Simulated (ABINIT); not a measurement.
Crystal: Al.

```
CELL_PARAMETERS angstrom
2.81246 0.00000 0.00000
-1.40623 2.43566 0.00000
0.00000 0.00000 4.86685
ATOMIC_POSITIONS crystal
Al 0.33333 0.66667 0.25000
Al 0.66667 0.33333 0.75000
```

This isn't the form of Al at room conditions, which is fcc.

- Program: ABINIT 10.8.3 (patched build)
- Task: relaxation of cell and atoms
- Functional: PBEsol
- Potentials or basis: JTH PAW PBE v2.0
- Cutoff: 408 eV
- k mesh: 11 × 11 × 6
- Occupations: fermi-dirac, width 0.05 eV
- Spin: no spin polarisation

At the start: pressure -1.1 GPa; volume 16.67 Å³/atom.

Problem. Where does the relaxation end?

Solution. Over 9 steps the energy falls by 10.9 meV/atom and the volume is 16.37 Å³/atom (-1.8 %); space group P6_3/mmc (No. 194, to 0.05 Å).

The path:
```tsv
step	energy change (eV)	largest force (eV/Å)	pressure (GPa)	volume (Å³)
1	0.0000	0.0000	-1.07	33.34
2	-0.0035	0.0000	-0.89	33.23
3	-0.0204	0.0000	0.61	32.50
4	-0.0206	0.0000	0.90	32.39
5	-0.0213	0.0000	0.54	32.53
6	-0.0216	0.0000	0.22	32.66
7	-0.0217	0.0000	0.01	32.74
8	-0.0217	0.0000	-0.01	32.75
9	-0.0217	0.0000	0.00	32.75
```

Final structure:
```yaml
crystal:
  lattice:
    - [2.83888, 0.00000, 0.00000]
    - [-1.41944, 2.45854, 0.00000]
    - [0.00000, 0.00000, 4.69182]
  atoms:
    - { symbol: Al, position: [0.33333, 0.66667, 0.25000] }
    - { symbol: Al, position: [0.66667, 0.33333, 0.75000] }
```

Caveat: the PAW data sets were made with another functional, which shifts forces and pressure a little.
